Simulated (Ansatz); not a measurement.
WSe₂: distorted cells

Computed with DFT PBE, scalar-relativistic, plane waves, PAW in Ansatz.

Plane waves to 420 eV, a k mesh through Γ of 9×9×2 on the computed 3-atom cell and Gaussian smearing (0.02 eV); no spin polarisation.

Reference cell:

```
CELL_PARAMETERS angstrom
3.31794 0.00000 0.00000
-1.65897 2.87342 0.00000
0.00000 0.00000 16.65814
ATOMIC_POSITIONS crystal
W 0.00000 0.00000 0.00000
Se 0.33333 0.66667 0.09979
Se 0.33333 0.66667 0.90021
```

Each variant moves atoms of this cell by the vectors given, if any (Å), and then applies a symmetric strain (tensor components, Cartesian axes). The reference cell isn't relaxed at this level. Energies are per atom at zero smearing, counted from the lowest variant. Pressure is positive in compression.

1. strain (xx yy zz yz xz xy, %) -2.74 -2.74 -1.24 0.00 0.00 0.00; moves: Se2 (0.000, 0.000, 0.073); Se3 (0.000, 0.000, -0.073)
2. strain (xx yy zz yz xz xy, %) -0.67 -0.67 0.83 0.00 0.00 0.00; moves: Se2 (0.000, 0.000, 0.073); Se3 (0.000, 0.000, -0.073)
3. no strain; moves: Se3 (0.206, -0.089, -0.010)
4. strain (xx yy zz yz xz xy, %) -3.26 2.39 3.09 0.00 -2.59 0.00; moves: W1 (0.000, -0.020, 0.000); Se2 (-0.011, 0.010, 0.031); Se3 (0.011, 0.010, -0.031)
5. strain (xx yy zz yz xz xy, %) 2.63 2.63 -0.37 0.00 0.00 0.00; moves: Se2 (0.000, 0.000, -0.122); Se3 (0.000, 0.000, 0.122)
6. strain (xx yy zz yz xz xy, %) 1.05 1.05 -1.95 0.00 0.00 0.00; moves: Se2 (0.000, 0.000, 0.306); Se3 (0.000, 0.000, -0.306)

| result | ΔE (meV/atom) | P (GPa) | largest force (eV/Å) | gap on mesh (eV) |
| --- | --- | --- | --- | --- |
| A | 45.3 | -1.14 | 1.18 | 1.49 |
| B | 289.1 | -6.93 | 3.11 | 1.04 |
| C | 0.0 | -1.54 | 0.98 | 1.51 |
| D | 44.7 | 0.88 | 1.82 | 1.50 |
| E | 0.9 | 1.80 | 0.01 | 1.61 |
| F | 75.1 | 2.56 | 2.22 | 0.60 |

Question: Which variant gave which result?

Answer: A is 4, B is 6, C is 2, D is 3, E is 1, F is 5.

Spin-orbit coupling is left out, which matters for the bands of heavy elements. An odd mesh misses points on the zone edge, so a gap read on it can be too wide. Each cell of WSe2 holds layers, and where no dispersion correction was added their binding is poorly described.

This form isn't the usual stable structure of the compound.